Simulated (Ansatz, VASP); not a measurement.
## GaCo: VASP beside Ansatz

```
Ga Co
1.0
     2.50576    0.00000    0.00000
     0.00000    2.50576    0.00000
     0.00000    0.00000    2.50576
Ga Co
1 1
Direct
  0.50000 0.50000 0.50000
  0.00000 0.00000 0.00000
```

Change from the starting cell: volume scaled by 0.66, no spin polarisation, PAW files.

Alike in both runs: task single point; functional LDA; k mesh 11 × 11 × 11; occupations fermi-dirac, width 0.08 eV; no spin polarisation.

|  | VASP | Ansatz |
| --- | --- | --- |
| version | VASP 6.6.1 | Ansatz 0.2.0 |
| potentials or method | VASP PAW LDA potentials, release 64 (Ga_d, Co) | PAW with Ansatz's default frozen-core files, scalar-relativistic |
| plane-wave cutoff (eV) | 520 | 420 |
| valence electrons in the cell | 22 | 30 |

VASP gave:

| Property | Result |
| --- | --- |
| pressure (GPa) | 170.7 |

Task: Estimate Ansatz's values.

Result: Pressure (GPa): 166.3.

The two sets of potentials don't hold the same shells in valence.

Caveats: the cell as given lies far from equilibrium; so large a pressure means that the cell lies far from this level's equilibrium, or that cutoff or potentials fall short (VASP). Spin polarisation is off, so any magnetic state and its effect on volume and gap are missing.
